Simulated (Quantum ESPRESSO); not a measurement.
# HfO2 (P4_2/nmc) in Quantum ESPRESSO: equation of state

How stiff is HfO2 in PBEsol, and what volume does it want? The cell is scaled to several volumes.

Program: Quantum ESPRESSO 7.5. These are calculated values, not measurements. Logs are shortened: lines on timing, memory, paths and dates and some standing lists are left out, and cuts for length are marked.

**1. The structure**

The structure is tetragonal, space group P4_2/nmc (No. 137). The conventional cell has a = 3.558 Å, b = 3.558 Å, c = 5.172 Å, α = 90.00°, β = 90.00°, γ = 90.00°. Hf (site symmetry -4m2) is surrounded by 4 O at 2.05 Å. O (site symmetry 2mm) has 2 Hf at 2.05 Å as nearest neighbours.

Measurements of this composition are mostly on another form, of space group No. 14.

**2. Single point, PBEsol, 10.26 Å³/atom**

The input, pw.in:

```
&CONTROL
  calculation = 'scf'
  prefix = 'pwscf'
  outdir = './tmp'
  pseudo_dir = './pseudo'
  tstress = .true.
  disk_io = 'nowf'
/
&SYSTEM
  ibrav = 0
  nat = 6
  ntyp = 2
  ecutwfc = 45
  ecutrho = 360
  nbnd = 33
  occupations = 'smearing'
  smearing = 'fd'
  degauss = 0.00367493
/
&ELECTRONS
  conv_thr = 1.2d-09
  electron_maxstep = 120
  mixing_beta = 0.5
/
ATOMIC_SPECIES
Hf   178.4900 hf_pbesol_v1.uspp.F.UPF
O     15.9990 o_pbesol_v1.2.uspp.F.UPF
CELL_PARAMETERS angstrom
   3.4853863102    0.0000000000    0.0000000000
   0.0000000000    3.4853863102    0.0000000000
   0.0000000000    0.0000000000    5.0662833975
ATOMIC_POSITIONS crystal
Hf     0.0000000000    0.0000000000    0.0000000000
Hf     0.5000000000    0.5000000000    0.5000000000
O      0.0000000000    0.5000000000    0.1972078800
O      0.5000000000    0.0000000000    0.3027921200
O      0.5000000000    0.0000000000    0.8027921200
O      0.0000000000    0.5000000000    0.6972078800
K_POINTS automatic
8 8 5 0 0 0
```

Potentials or basis: GBRV 1.5 PBEsol.

The run is started by

```sh
> OMP_NUM_THREADS=1 mpirun -n 2 pw.x -nk 2 -in pw.in > pw.out
```

pw.out:

```text
This program is part of the open-source Quantum ESPRESSO suite
     for quantum simulation of materials; please cite
         "P. Giannozzi et al., J. Phys.:Condens. Matter 21 395502 (2009);
         "P. Giannozzi et al., J. Phys.:Condens. Matter 29 465901 (2017);
         "P. Giannozzi et al., J. Chem. Phys. 152 154105 (2020);
     in publications or presentations arising from this work. More details at

     Message from routine setup:
     using ibrav=0 with symmetry is DISCOURAGED, use correct ibrav instead

     K-points division:     npool     =       2
     Subspace diagonalization in iterative solution of the eigenvalue problem:
     a serial algorithm will be used

     G-vector sticks info
     --------------------
     sticks:   dense  smooth     PW     G-vecs:    dense   smooth      PW
     Sum        1237     621    185                47853    16941    2879

     Using Slab Decomposition

     bravais-lattice index     =            0
     lattice parameter (alat)  =       6.5864  a.u.
     unit-cell volume          =     415.3249 (a.u.)^3
     number of atoms/cell      =            6
     number of atomic types    =            2
     number of electrons       =        48.00
     number of Kohn-Sham states=           33
     kinetic-energy cutoff     =      45.0000  Ry
     charge density cutoff     =     360.0000  Ry
     scf convergence threshold =      1.2E-09
     mixing beta               =       0.5000
     number of iterations used =            8  plain     mixing
     Exchange-correlation= SLA  PW   PSX  PSC
                           (   1   4  10   8   0   0   0)

     celldm(1)=   6.586426  celldm(2)=   0.000000  celldm(3)=   0.000000
     celldm(4)=   0.000000  celldm(5)=   0.000000  celldm(6)=   0.000000

     crystal axes: (cart. coord. in units of alat)
               a(1) = (   1.000000   0.000000   0.000000 )
               a(2) = (   0.000000   1.000000   0.000000 )
               a(3) = (   0.000000   0.000000   1.453579 )

     reciprocal axes: (cart. coord. in units 2 pi/alat)
               b(1) = (  1.000000  0.000000  0.000000 )
               b(2) = (  0.000000  1.000000  0.000000 )
               b(3) = (  0.000000  0.000000  0.687957 )

     PseudoPot. # 1 for Hf read from file:
     hf_pbesol_v1.uspp.F.UPF
     Pseudo is Ultrasoft + core correction, Zval = 12.0
     Generated by new atomic code, or converted to UPF format
     Using radial grid of  921 points,  8 beta functions with:
                l(1) =   0
                l(2) =   0
                l(3) =   0
                l(4) =   1
                l(5) =   1
                l(6) =   2
                l(7) =   2
                l(8) =   3
     Q(r) pseudized with  6 coefficients,  rinner =    1.200   1.200   1.200
                                                       1.200   1.200   1.200
                                                       1.200

     PseudoPot. # 2 for O  read from file:
     o_pbesol_v1.2.uspp.F.UPF
     Pseudo is Ultrasoft + core correction, Zval =  6.0
     Generated by new atomic code, or converted to UPF format
     Using radial grid of  737 points,  5 beta functions with:
                l(1) =   0
                l(2) =   0
                l(3) =   1
                l(4) =   1
                l(5) =   2
     Q(r) pseudized with  8 coefficients,  rinner =    0.900   0.900   0.900
                                                       0.900   0.900

     atomic species   valence    mass     pseudopotential
     Hf               12.00   178.49000     Hf( 1.00)
     O                 6.00    15.99900     O ( 1.00)

     16 Sym. Ops., with inversion, found ( 8 have fractional translation)

   Cartesian axes

     site n.     atom                  positions (alat units)
         1        Hf     tau(   1) = (   0.0000000   0.0000000   0.0000000  )
         2        Hf     tau(   2) = (   0.5000000   0.5000000   0.7267894  )
         3        O      tau(   3) = (   0.0000000   0.5000000   0.2866572  )
         4        O      tau(   4) = (   0.5000000   0.0000000   0.4401322  )
         5        O      tau(   5) = (   0.5000000   0.0000000   1.1669215  )
         6        O      tau(   6) = (   0.0000000   0.5000000   1.0134465  )

     number of k points=    45  Fermi-Dirac smearing, width (Ry)=  0.0037
                       cart. coord. in units 2pi/alat
        k(    1) = (   0.0000000   0.0000000   0.0000000), wk =   0.0062500
        k(    2) = (   0.0000000   0.0000000   0.1375914), wk =   0.0125000
        k(    3) = (   0.0000000   0.0000000   0.2751829), wk =   0.0125000
        k(    4) = (   0.0000000   0.1250000   0.0000000), wk =   0.0250000
        k(    5) = (   0.0000000   0.1250000   0.1375914), wk =   0.0500000
        k(    6) = (   0.0000000   0.1250000   0.2751829), wk =   0.0500000
[... 37 lines left out ...]
        k(   44) = (  -0.5000000  -0.5000000   0.1375914), wk =   0.0125000
        k(   45) = (  -0.5000000  -0.5000000   0.2751829), wk =   0.0125000

     Dense  grid:    47853 G-vectors     FFT dimensions: (  40,  40,  60)

     Smooth grid:    16941 G-vectors     FFT dimensions: (  30,  30,  48)

     Check: negative core charge=   -0.000002

     Initial potential from superposition of free atoms

     starting charge      44.0000, renormalised to      48.0000

     negative rho (up, down):  2.405E-01 0.000E+00
     Starting wfcs are   42 randomized atomic wfcs

     Self-consistent Calculation

     iteration #  1     ecut=    45.00 Ry     beta= 0.50
     Davidson diagonalization with overlap
     ethr =  1.00E-02,  avg # of iterations =  2.2

     negative rho (up, down):  2.301E-01 0.000E+00
[... 67 lines left out ...]
     iteration #  9     ecut=    45.00 Ry     beta= 0.50
     Davidson diagonalization with overlap
     ethr =  1.45E-11,  avg # of iterations =  3.3

     negative rho (up, down):  2.356E-01 0.000E+00

     End of self-consistent calculation

          k = 0.0000 0.0000 0.0000 (  2129 PWs)   bands (ev):

   -47.2365 -47.2115 -16.5066 -16.0269 -16.0269 -15.9072 -15.8735 -15.8735
    -5.8044  -4.0177  -3.4130  -2.8717   6.7595   7.3435   7.5737   7.5737
     9.7633   9.7633  11.1845  11.1845  11.7405  12.3978  12.3978  12.3985
    17.4111  17.4217  18.8338  19.0719  19.4282  20.6658  22.2928  22.2928
    24.2814
[... 323 lines left out ...]
   -47.2089 -47.2089 -16.4033 -16.4033 -16.2624 -16.2624 -16.0367 -16.0367
    -3.6450  -3.6450  -3.4065  -3.4065   7.4301   7.4301   8.2938   8.2938
     9.7613   9.7613  10.7427  10.7427  11.3179  11.3179  12.2903  12.2903
    18.7342  18.7342  18.9636  18.9636  20.5846  20.5846  20.9459  20.9459
    22.5996

          k =-0.5000-0.5000 0.0000 (  2092 PWs)   bands (ev):

   -47.2077 -47.2077 -16.5503 -16.5503 -16.1317 -16.1317 -16.0507 -16.0507
    -3.8108  -3.8108  -3.1590  -3.1590   6.3399   6.3399   9.4940   9.4940
     9.5448   9.5448  11.3571  11.3571  11.6511  11.6511  11.9631  11.9631
    18.5502  18.5502  19.0220  19.0220  20.4638  20.4638  20.7349  20.7349
    22.3106

          k =-0.5000-0.5000 0.1376 (  2148 PWs)   bands (ev):

   -47.2077 -47.2077 -16.5124 -16.5124 -16.1739 -16.1739 -16.0518 -16.0518
    -3.7452  -3.7452  -3.2180  -3.2180   6.5781   6.5781   9.1079   9.1079
     9.7123   9.7123  11.1489  11.1489  11.4066  11.4066  12.2252  12.2252
    18.6532  18.6532  19.0631  19.0631  20.4694  20.4694  20.6873  20.6873
    22.3797

          k =-0.5000-0.5000 0.2752 (  2112 PWs)   bands (ev):

   -47.2077 -47.2077 -16.4109 -16.4109 -16.2817 -16.2817 -16.0532 -16.0532
    -3.5768  -3.5768  -3.3755  -3.3755   7.2464   7.2464   8.1970   8.1970
    10.1785  10.1785  10.8199  10.8199  11.0252  11.0252  12.4427  12.4427
    18.8121  18.8121  19.1341  19.1341  20.5038  20.5038  20.5860  20.5860
    22.4917

     the Fermi energy is    15.7167 ev

!    total energy              =    -446.95647810 Ry
     estimated scf accuracy    <          5.5E-10 Ry
     smearing contrib. (-TS)   =      -0.00000000 Ry
     internal energy E=F+TS    =    -446.95647810 Ry

     The total energy is F=E-TS. E is the sum of the following terms:
     one-electron contribution =     -45.31909972 Ry
     hartree contribution      =      53.97155155 Ry
     xc contribution           =    -180.20061387 Ry
     ewald contribution        =    -275.40831606 Ry

     convergence has been achieved in   9 iterations

     Computing stress (Cartesian axis) and pressure

     negative rho (up, down):  2.356E-01 0.000E+00
          total   stress  (Ry/bohr**3)                   (kbar)     P=      184.54
   0.00132824   0.00000000   0.00000000          195.39        0.00        0.00
   0.00000000   0.00132824   0.00000000            0.00      195.39        0.00
   0.00000000   0.00000000   0.00110690            0.00        0.00      162.83

=------------------------------------------------------------------------------=
   JOB DONE.
=------------------------------------------------------------------------------=
```

Wall time 36 s (2 MPI ranks of Arm Neoverse V1, shared host); peak memory 0.5 GiB.

What came out:

```yaml
Free_energy: -6081.1527 eV
Pressure: 18.5 GPa
Band_gap_on_the_k_mesh: 4.89 eV, indirect (least direct gap 5.01 eV)
```

Caveat: spin-orbit coupling is left out, which moves the levels of the heavy elements; an odd mesh through Γ misses points on the zone boundary, where band edges often lie.

**3. Single point, PBEsol, 10.48 Å³/atom**

Changes to pw.in since step 2:

```diff
@@ -28,5 +28,5 @@
 CELL_PARAMETERS angstrom
-   3.4853863102    0.0000000000    0.0000000000
-   0.0000000000    3.4853863102    0.0000000000
-   0.0000000000    0.0000000000    5.0662833975
+   3.5099320929    0.0000000000    0.0000000000
+   0.0000000000    3.5099320929    0.0000000000
+   0.0000000000    0.0000000000    5.1019626251
 ATOMIC_POSITIONS crystal
```

Potentials or basis: GBRV 1.5 PBEsol.

The run is started by

```sh
> OMP_NUM_THREADS=1 mpirun -n 2 pw.x -nk 2 -in pw.in > pw.out
```

Run time: 37 s. Hardware: 2 MPI ranks of Arm Neoverse V1, shared host; peak memory 0.5 GiB.

It converged, with:

| Quantity | Value |
| --- | --- |
| Free energy | -6081.2779 eV |
| Pressure | 11.6 GPa |
| Band gap on the k mesh | 4.82 eV, indirect (least direct gap 4.93 eV) |

Caveat: spin-orbit coupling is left out, which moves the levels of the heavy elements; an odd mesh through Γ misses points on the zone boundary, where band edges often lie.

[end of part 1 of 2]
